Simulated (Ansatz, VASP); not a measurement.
**One calculation of Ti, two programs**

```xyz
1
Lattice="-1.6732 1.6732 1.6732 1.6732 -1.6732 1.6732 1.6732 1.6732 -1.6732" Properties=species:S:1:pos:R:3 pbc="T T T"
Ti    0.0000    0.0000    0.0000
```

Change from the starting cell: volume scaled by 1.06, crystal datasets.

Alike in both runs: task electric field gradients; functional PBEsol; k mesh 17 × 17 × 17; occupations fermi-dirac, width 0.08 eV; no spin polarisation.

|  | VASP | Ansatz |
| --- | --- | --- |
| version | VASP 6.6.1 | Ansatz 0.2.0 |
| potentials or method | VASP PAW PBE potentials, release 64 (Ti_sv), cutoff 520 eV | all-electron PAW with datasets made for the crystal, scalar-relativistic |

|  | VASP | Ansatz | Ansatz less VASP |
| --- | --- | --- | --- |
| pressure (GPa) | -11.3 | -11.2 | +0.11 |
| Vzz of the field gradient on the site that differs most (V/Å²) | 0.0 | 0.0 | 0.00 |

Ansatz ran all-electron here, so the differences hold the error of VASP's frozen core and of both bases.

Caveats: the PAW data sets were made with another functional, which shifts forces and pressure a little (VASP).
